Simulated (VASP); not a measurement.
KCl (Sylvite):

```
K Cl
1.0
     0.00000    3.14647    3.14647
     3.14647    0.00000    3.14647
     3.14647    3.14647    0.00000
K Cl
1 1
Cartesian
  0.0000 0.0000 0.0000
  3.1465 3.1465 3.1465
```

```yaml
Program: VASP 6.6.1
Task: relaxation of cell and atoms
Functional: LDA
Potentials_or_basis: VASP PAW LDA potentials, release 64 (K_sv, Cl)
Cutoff: 600 eV
k_mesh: 8 × 8 × 8
Occupations: gaussian, width 0.03 eV
Spin: no spin polarisation
```

At the start: pressure -1.9 GPa; volume 31.15 Å³/atom.

Q: How do energy, volume and symmetry change on relaxing?

A: Over 4 steps the energy falls by 19.1 meV/atom and the volume is 28.19 Å³/atom (-9.5 %); space group Fm-3m (No. 225, to 0.05 Å).

Step by step:
```csv
step,energy change (eV),largest force (eV/Å),pressure (GPa),volume (Å³)
1,0.0000,0.0000,-1.89,62.30
2,-0.0297,0.0000,-0.99,59.05
3,-0.0383,0.0000,-0.07,56.57
4,-0.0383,0.0000,0.01,56.39
```

Final structure:
```
CELL_PARAMETERS angstrom
0.00000 3.04355 3.04355
3.04355 0.00000 3.04355
3.04355 3.04355 0.00000
ATOMIC_POSITIONS crystal
K 0.00000 0.00000 0.00000
Cl 0.50000 0.50000 0.50000
```
